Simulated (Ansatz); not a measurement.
Crystal: AlAu2.

```
Au Al
1.0
    -1.67151    1.67151    4.39908
     1.67151   -1.67151    4.39908
     1.67151    1.67151   -4.39908
Au Al
2 1
Direct
  0.34373 0.34373 0.00000
  0.65627 0.65627 0.00000
  0.00000 0.00000 0.00000
```

The cell comes from a database or a generator and needn't be the stable form of this composition.

Base run:

| Property | Result |
| --- | --- |
| Program | Ansatz 0.2.0 |
| Functional | PBEsol |
| Potentials or basis | all-electron LAPW, scalar-relativistic |
| Cutoff | 257 eV |
| Density cutoff | 1029 eV |
| Basis error allowed | 0.002 eV/atom |
| k mesh | 8 × 8 × 8 |
| Occupations | fermi-dirac, width 0.05 eV |
| Spin | no spin polarisation |

Its results: pressure -2.3 GPa; largest force 0.056 eV/Å.

Question: The run is repeated on the same cell with these changes: functional from PBEsol to LDA; k mesh from 8 × 8 × 8 to 11 × 11 × 11. What comes out?

Answer: Pressure -6.0 GPa; largest force 0.024 eV/Å.

Several settings changed at once, so the effect can't be laid on one alone.

Caveats: the k mesh is thin for a metal, which can move the energy by tens of meV per atom (some runs).

Not every run made on this cell is shown here.
